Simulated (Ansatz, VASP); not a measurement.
## One calculation of SnSe, two programs

```xyz
2
Lattice="0.0000 2.8641 2.8641 2.8641 0.0000 2.8641 2.8641 2.8641 0.0000" Properties=species:S:1:pos:R:3 pbc="T T T"
Sn    0.0000    0.0000    0.0000
Se    2.8641    2.8641    2.8641
```

Alike in both runs: task single point; functional PBE; dispersion D3(BJ); k mesh 10 × 10 × 10; occupations gaussian, width 0.02 eV; no spin polarisation.

|  | VASP | Ansatz |
| --- | --- | --- |
| version | VASP 6.6.1 | Ansatz 0.2.0 |
| potentials or method | VASP PAW PBE potentials, release 64 (Sn_d, Se) | scalar-relativistic, plane waves, PAW |
| plane-wave cutoff (eV) | 520 | 420 |
| valence electrons in the cell | 20 | 30 |

```csv
,VASP,Ansatz,Ansatz less VASP
gap on the k mesh at the Fermi level (eV),0.28,0.28,+0.001
least direct gap on the mesh (eV),0.56,0.56,-0.002
pressure (GPa),9.0,9.0,-0.01
```

The two sets of potentials don't hold the same shells in valence.

Caveats: spin-orbit coupling is left out, which moves the levels of the heavy elements.
